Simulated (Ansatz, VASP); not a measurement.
**One calculation of InSb2, two programs**

File INCAR:

```
  PREC = Accurate
  ENCUT = 520
  EDIFF = 1E-6
  ISMEAR = 0
  SIGMA = 0.1
  LREAL = False
  LASPH = True
  NELM = 60
  ALGO = Normal
  ISIF = 2
  LWAVE = False
  LCHARG = False
  GGA = PE
  NBANDS = 32
```

The input KPOINTS:

```
regular mesh
0
Gamma
  4 4 4
```

File POSCAR:

```
InSb2
1.0
    5.3945050216      0.0000000000      0.0000000000
    0.0000000000      6.5839517482      0.0000000000
    0.0000000000      0.0000000000      4.1101453010
In Sb
2 4
Direct
    0.0000000000      0.0000000000      0.0000000000
    0.5000000000      0.5000000000      0.5000000000
    0.2004000000      0.3787000000      0.0000000000
    0.7996000000      0.6213000000      0.0000000000
    0.7004000000      0.1213000000      0.5000000000
    0.2996000000      0.8787000000      0.5000000000
```

Input for Ansatz:

```yaml
crystal:
  lattice:
    - [5.3945050216, 0.0, 0.0]
    - [0.0, 6.5839517482, 0.0]
    - [0.0, 0.0, 4.110145301]
  atoms:
    - { symbol: In, position: [0.0, 0.0, 0.0] }
    - { symbol: In, position: [0.5, 0.5, 0.5] }
    - { symbol: Sb, position: [0.2004, 0.3787, 0.0] }
    - { symbol: Sb, position: [0.7996, 0.6213, 0.0] }
    - { symbol: Sb, position: [0.7004, 0.1213, 0.5] }
    - { symbol: Sb, position: [0.2996, 0.8787, 0.5] }
basis:
  ecutwfc: 420
kpoints:
  mp_grid: { grid: [4, 4, 4] }
hamiltonian:
  xc: pbe
scf:
  occupations: { method: gaussian, width: 0.1 }
  lower_state_search: "off"
output:
  forces: true
  stress: true
  eigenvalues: true
```

Alike in both runs: task single point; functional PBE; k mesh 4 × 4 × 4; occupations gaussian, width 0.1 eV; no spin polarisation.

|  | VASP | Ansatz |
| --- | --- | --- |
| version | VASP 6.6.1 | Ansatz 0.2.0 |
| potentials or method | VASP PAW PBE potentials, release 64 (In_d, Sb) | scalar-relativistic, plane waves, PAW |
| plane-wave cutoff (eV) | 520 | 420 |
| valence electrons in the cell | 46 | 86 |

Ansatz gave:

| Property | Result |
| --- | --- |
| gap on the k mesh at the Fermi level (eV) | none |
| pressure (GPa) | 23.4 |
| largest component of the traceless stress (GPa) | 1.82 |
| rms of the force components (eV/Å) | 0.233 |

What did VASP give for the same quantities?

gap on the k mesh at the Fermi level (eV): none; pressure (GPa): 23.4; largest component of the traceless stress (GPa): 1.91; rms of the force components (eV/Å): 0.220.

Atom by atom the forces differ by 0.024 eV/Å (rms over components). A gap of «none» marks a metal or a gap that the smearing closes. The two sets of potentials don't hold the same shells in valence.

Caveats: the k mesh is coarse (spacing up to 0.38 Å⁻¹), so the values aren't converged; so large a pressure means that the cell lies far from this level's equilibrium, or that cutoff or potentials fall short (VASP). Spin-orbit coupling is left out, which matters for the levels of Sb.
